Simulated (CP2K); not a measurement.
Crystal: CaO.

```
Ca O
1.0
     3.39914    0.00000    0.00000
     1.69957    2.94374    0.00000
     1.69957    0.98125    2.77539
Ca O
1 1
Direct
  0.00000 0.00000 0.00000
  0.50000 0.50000 0.50000
```

The cell is a database's computed one.

Base run:

| Item | Value |
| --- | --- |
| Program | CP2K 2026.2 |
| Functional | PBEsol |
| Potentials or basis | POTENTIAL_UZH Ca GTH-PBE-q10, O GTH-PBE-q6; TZVP-MOLOPT-PBE-GTH basis |
| Density cutoff | 8163 eV |
| k mesh | 10 × 10 × 10 |
| Occupations | fermi-dirac, width 0.01 eV |
| Spin | no spin polarisation |

Its results: band gap on the k mesh 3.70 eV, indirect (least direct gap 4.09 eV).

Task: The run is repeated on the same cell with these changes: functional from PBEsol to TB-mBJ; density cutoff from 8163 eV to 11565 eV; cutoff of the grids from 600 Ry to 850 Ry. What comes out?

Result: Band gap on the k mesh 4.02 eV, indirect (least direct gap 4.40 eV).

Caveats: the basis of atomic orbitals isn't converged, which shifts pressures, moduli and gaps; this is a model potential without an energy functional, so only levels have meaning (some runs).
